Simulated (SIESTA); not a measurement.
Sc:

```
Sc
1.0
     3.20574    0.00000    0.00000
     1.54680    2.77170    0.00000
     1.53268    0.95632    2.59825
Sc
1
Cartesian
  0.0000 0.0000 0.0000
```

The cell isn't the ideal one: cell strained at random at fixed volume.

- Program: SIESTA 5.4.2
- Task: relaxation of cell and atoms
- Functional: OLYP
- Potentials or basis: PseudoDojo 0.4 stringent (PBE files)
- Basis: SZP (energy shift 0.005 Ry)
- Grid cutoff: 800 Ry
- Energy shift: 0.005 Ry
- k mesh: 10 × 10 × 10
- Occupations: fermi-dirac, width 0.05 eV
- Spin: no spin polarisation

At the start: pressure 7.4 GPa; volume 23.09 Å³/atom.

**Question.** Where does the relaxation end?

**Answer.** Over 6 steps the energy falls by 64.6 meV/atom and the volume is 26.30 Å³/atom (+13.9 %); space group Fm-3m (No. 225, to 0.05 Å).

The path:
```csv
step,energy change (eV),largest force (eV/Å),pressure (GPa),volume (Å³)
1,0.0000,0.0000,7.35,23.09
2,-0.0387,0.0000,4.43,24.16
3,-0.0644,0.0000,0.18,26.13
4,-0.0644,0.0000,-0.04,26.25
5,-0.0645,0.0000,-0.14,26.30
6,-0.0646,0.0000,-0.13,26.30
```

Final structure:
```yaml
crystal:
  lattice:
    - [3.33380, 0.03372, 0.02627]
    - [1.63773, 2.91238, 0.00251]
    - [1.62523, 1.00584, 2.73395]
  atoms:
    - { symbol: Sc, position: [0.00000, 0.00000, 0.00000] }
```

Caveat: the potentials were made for another functional, which shifts forces and pressure; the basis of atomic orbitals isn't converged, which shifts pressures, moduli and gaps.
